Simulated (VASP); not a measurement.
# C (Fd-3m) in VASP: a series of runs, part 2 of 2

VASP 6.6.1. Earlier steps stand in the parts before.

### 4 Band structure, PBE

Contents of POSCAR:

```
C
1.0
    0.0000000000      1.7833700000      1.7833700000
    1.7833700000      0.0000000000      1.7833700000
    1.7833700000      1.7833700000      0.0000000000
C
2
Direct
    0.7500000000      0.7500000000      0.7500000000
    0.5000000000      0.5000000000      0.5000000000
```

Contents of INCAR.step1:

```
  PREC = Accurate
  ENCUT = 500
  EDIFF = 1E-6
  ISMEAR = -1
  SIGMA = 0.05
  LREAL = False
  LASPH = True
  NELM = 80
  ALGO = Fast
  ISIF = 2
  LWAVE = False
  LCHARG = True
  GGA = PE
```

Contents of KPOINTS.step1:

```
regular mesh
0
Gamma
  13 13 13
```

Contents of INCAR.step2:

```
  PREC = Accurate
  ENCUT = 500
  EDIFF = 1E-6
  ISMEAR = 0
  SIGMA = 0.05
  LREAL = False
  LASPH = True
  NELM = 80
  ALGO = Fast
  ISIF = 2
  LWAVE = False
  LCHARG = False
  GGA = PE
  ICHARG = 11
```

Contents of KPOINTS.step2:

```
path GXWKGLUWLK,UX
10
line-mode
reciprocal
 0.0000000000  0.0000000000  0.0000000000  G
 0.5000000000  0.0000000000  0.5000000000  X

 0.5000000000  0.0000000000  0.5000000000  X
 0.5000000000  0.2500000000  0.7500000000  W

 0.5000000000  0.2500000000  0.7500000000  W
 0.3750000000  0.3750000000  0.7500000000  K

 0.3750000000  0.3750000000  0.7500000000  K
 0.0000000000  0.0000000000  0.0000000000  G

 0.0000000000  0.0000000000  0.0000000000  G
 0.5000000000  0.5000000000  0.5000000000  L

 0.5000000000  0.5000000000  0.5000000000  L
 0.6250000000  0.2500000000  0.6250000000  U

 0.6250000000  0.2500000000  0.6250000000  U
 0.5000000000  0.2500000000  0.7500000000  W

 0.5000000000  0.2500000000  0.7500000000  W
 0.5000000000  0.5000000000  0.5000000000  L

 0.5000000000  0.5000000000  0.5000000000  L
 0.3750000000  0.3750000000  0.7500000000  K

 0.6250000000  0.2500000000  0.6250000000  U
 0.5000000000  0.0000000000  0.5000000000  X
```

Potentials or basis: VASP PAW PBE potentials, release 54 (C).

Command:

```console
> cat potpaw_PBE.54/C/POTCAR > POTCAR
> cp INCAR.step1 INCAR
> cp KPOINTS.step1 KPOINTS
> mpirun -np 1 vasp_std > vasp.out
> cp INCAR.step2 INCAR
> cp KPOINTS.step2 KPOINTS
> mpirun -np 1 vasp_std > vasp.out
```

OUTCAR:

```text
PREC = Accurate
   ENCUT = 500
   EDIFF = 1E-6
   ISMEAR = 0
   LREAL = False
   LASPH = True
   NELM = 80
   ISIF = 2
   GGA = PE
   ICHARG = 11

 ion  position               nearest neighbor table
   1  0.750  0.750  0.750-   2 1.54   2 1.54   2 1.54   2 1.54
   2  0.500  0.500  0.500-   1 1.54   1 1.54   1 1.54   1 1.54

  LATTYP: Found a face centered cubic cell.
 ALAT       =     3.5667400000

  Lattice vectors:

 A1 = (   0.0000000000,   1.7833700000,   1.7833700000)
[... 447 lines left out ...]
------------------------ aborting loop because EDIFF is reached ----------------------------------------

  FORCE on cell =-STRESS in cart. coord.  units (eV):
  Direction    XX          YY          ZZ          XY          YZ          ZX
  --------------------------------------------------------------------------------------
  -------------------------------------------------------------------------------------
  Total       -0.3206786     -0.3206786     -0.3206786     -0.0000000      0.0000000     -0.0000000
  in kB      -45.2924829    -45.2924829    -45.2924829     -0.0000000      0.0000000     -0.0000000
  external PRESSURE =     -45.2924829 kB  Pullay stress =       0.0000000 kB

 VOLUME and BASIS-vectors are now :
 -----------------------------------------------------------------------------
  energy-cutoff  :      500.00
  volume of cell :       11.34
      direct lattice vectors                 reciprocal lattice vectors
     0.000000000  1.783370000  1.783370000    -0.280368067  0.280368067  0.280368067
     1.783370000  0.000000000  1.783370000     0.280368067 -0.280368067  0.280368067
     1.783370000  1.783370000  0.000000000     0.280368067  0.280368067 -0.280368067

 POSITION                                       TOTAL-FORCE (eV/Angst)
 -----------------------------------------------------------------------------------
      2.67505      2.67505      2.67505         0.000000     -0.000000      0.000000
      1.78337      1.78337      1.78337        -0.000000      0.000000     -0.000000
 -----------------------------------------------------------------------------------
    total drift:                                0.000000     -0.000000      0.000000

  FREE ENERGIE OF THE ION-ELECTRON SYSTEM (eV)
  ---------------------------------------------------
  free  energy   TOTEN  =       -18.7508973849 eV

  energy  without entropy=      -18.7508973849  energy(sigma->0) =      -18.75089738
```

OSZICAR.step1:

```text
N       E                     dE             d eps       ncg     rms          rms(c)
DAV:   1    -0.117597565015E+01   -0.11760E+01   -0.48383E+03  1424   0.923E+02
DAV:   2    -0.187260252000E+02   -0.17550E+02   -0.17164E+02  2208   0.111E+02
DAV:   3    -0.188242295891E+02   -0.98204E-01   -0.98204E-01  1400   0.107E+01
DAV:   4    -0.188243616918E+02   -0.13210E-03   -0.13210E-03  1896   0.418E-01
DAV:   5    -0.188243617189E+02   -0.27060E-07   -0.27060E-07  1416   0.470E-03    0.557E+00
RMM:   6    -0.183430891519E+02    0.48127E+00   -0.27686E-01  1370   0.468E+00    0.330E+00
RMM:   7    -0.181814963730E+02    0.16159E+00   -0.42802E-01  1500   0.618E+00    0.729E-01
RMM:   8    -0.181851855615E+02   -0.36892E-02   -0.22690E-02  1391   0.179E+00    0.115E-01
RMM:   9    -0.181853924129E+02   -0.20685E-03   -0.35272E-03  1504   0.644E-01    0.507E-02
RMM:  10    -0.181854192169E+02   -0.26804E-04   -0.40291E-04  1415   0.223E-01    0.209E-02
RMM:  11    -0.181854221049E+02   -0.28880E-05   -0.58541E-05  1493   0.837E-02    0.524E-03
RMM:  12    -0.181854231635E+02   -0.10586E-05   -0.78143E-06  1397   0.325E-02    0.590E-03
RMM:  13    -0.181854233733E+02   -0.20982E-06   -0.59221E-07   969   0.861E-03
   1 F= -.18185423E+02 E0= -.18185423E+02  d E =-.148310E-10
```

Run time: 5.8 s. Hardware: 1 thread of Intel Xeon 6975P-C (Granite Rapids), shared host; peak memory 0.11 GiB.

What came out:

- Band gap on the k mesh: 4.14 eV, indirect (least direct gap 5.59 eV)
- Band gap along the path: 4.15 eV, indirect (least direct gap 5.59 eV)

Levels at the corners of the path, in eV from the valence-band top:
```tsv
point	band 2	band 3	band 4	band 5	band 6	band 7
Γ	0.00	0.00	0.00	5.59	5.59	5.59
X	-12.76	-6.30	-6.30	4.76	4.76	16.81
X	-12.76	-6.30	-6.30	4.76	4.76	16.81
W	-11.97	-8.32	-8.32	10.62	10.62	12.32
W	-11.97	-8.32	-8.32	10.62	10.62	12.32
K	-11.73	-9.32	-5.36	5.68	10.75	14.37
K	-11.73	-9.32	-5.36	5.68	10.75	14.37
Γ	0.00	0.00	0.00	5.59	5.59	5.59
Γ	0.00	0.00	0.00	5.59	5.59	5.59
L	-13.37	-2.80	-2.80	8.46	8.46	8.85
L	-13.37	-2.80	-2.80	8.46	8.46	8.85
U	-11.73	-9.32	-5.36	5.68	10.75	14.37
U	-11.73	-9.32	-5.36	5.68	10.75	14.37
W	-11.97	-8.32	-8.32	10.62	10.62	12.32
W	-11.97	-8.32	-8.32	10.62	10.62	12.32
L	-13.37	-2.80	-2.80	8.46	8.46	8.85
L	-13.37	-2.80	-2.80	8.46	8.46	8.85
K	-11.73	-9.32	-5.36	5.68	10.75	14.37
U	-11.73	-9.32	-5.36	5.68	10.75	14.37
X	-12.76	-6.30	-6.30	4.76	4.76	16.81
```

Caveat: the log is that of the step along the path at fixed density, whose energy, stress, charges and moments have no meaning.

### 5 The reference run

An earlier run on the cell as given: functional PBE; potentials or basis VASP PAW PBE potentials, release 64 (C); cutoff 520 eV; k mesh 13 × 13 × 13; occupations fermi-dirac, width 0.05 eV; no spin polarisation.

- Pressure: 2.5 GPa
- Band gap on the k mesh: 4.14 eV, indirect (least direct gap 5.59 eV)

### 6 Summary

```csv
task,potentials or basis,cutoff (eV),gap on the mesh (eV),pressure (GPa)
band structure,"VASP PAW PBE potentials, release 64 (C_s)",400,4.16,3.0
band structure,"VASP PAW PBE potentials, release 54 (C)",520,4.14,-
band structure,"VASP PAW PBE potentials, release 54 (C)",500,4.14,-
single point,"VASP PAW PBE potentials, release 64 (C)",520,4.14,2.5
```

Alike in all rows: level PBE; no spin polarisation; cell as given; k mesh 13 × 13 × 13; smearing fermi-dirac 0.05 eV.

Caveats: an odd mesh through Γ misses points on the zone boundary, where band edges often lie (some runs).

Total energies depend on the potentials used, so only differences within one code and one set of settings carry meaning.
